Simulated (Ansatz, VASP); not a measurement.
One calculation of SiO, two programs

```
CELL_PARAMETERS angstrom
0.00000 2.44976 2.44976
2.44976 0.00000 2.44976
2.44976 2.44976 0.00000
ATOMIC_POSITIONS crystal
Si 0.75000 0.75000 0.75000
O 0.00000 0.00000 0.00000
```

Change from the starting cell: volume scaled by 1.02.

Alike in both runs: task single point; functional PBE; k mesh 9 × 9 × 9; occupations fermi-dirac, width 0.05 eV; no spin polarisation.

```csv
,VASP,Ansatz
version,VASP 6.6.1,Ansatz 0.2.0
potentials or method,"VASP PAW PBE potentials, release 64 (Si, O)",Ansatz PAW
plane-wave cutoff (eV),520,420
valence electrons in the cell,10,10
```

```tsv
	VASP	Ansatz	Ansatz less VASP
gap on the k mesh at the Fermi level (eV)	none	none	-
pressure (GPa)	-1.2	-1.2	-0.02
```

A gap of «none» marks a metal or a gap that the smearing closes. The functional is the same, so the differences come from potentials, cutoffs and numerics.

Caveats: the pressure holds a Pulay correction of +0.4 GPa for the finite cutoff (Ansatz).
